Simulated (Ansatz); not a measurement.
**LaAlO3 (R-3c, No. 167; start mp-2920; structure not from a measured cell)**

Level of theory: r²SCAN (PAW; Ansatz, a first-principles code).

Run with plane-wave cutoff 560 eV, 8×8×8 k mesh, Fermi–Dirac smearing 0.01 eV, scalar-relativistic PAW data made under PBE.

Cell (relaxed with PBEsol):

```
CELL_PARAMETERS angstrom
      2.67664     1.54536     4.34955
     -2.67664     1.54536     4.34955
      0.00000    -3.09072     4.34955
ATOMIC_POSITIONS crystal
  La 0.25000 0.25000 0.25000
  La 0.75000 0.75000 0.75000
  Al 0.00000 0.00000 0.00000
  Al 0.50000 0.50000 0.50000
  O  0.78590 0.25000 0.71410
  O  0.21410 0.75000 0.28590
  O  0.71410 0.78590 0.25000
  O  0.28590 0.21410 0.75000
  O  0.25000 0.71410 0.78590
  O  0.75000 0.28590 0.21410
```

| Quantity | Value |
|---|---|
| band gap | 4.56 eV |
| smallest direct gap on the k points sampled | 4.59 eV |

Note: cell and atoms aren't relaxed at this level (largest force component 0.07 eV/Å, pressure 2.6 GPa); this cell isn't known to be the ambient phase, and symmetry holds it in the calculation.

Spin–orbit coupling is not included.

Static lattice: no zero-point or thermal effects.

A start named mp-… is a Materials Project structure, which need not be a measured phase.
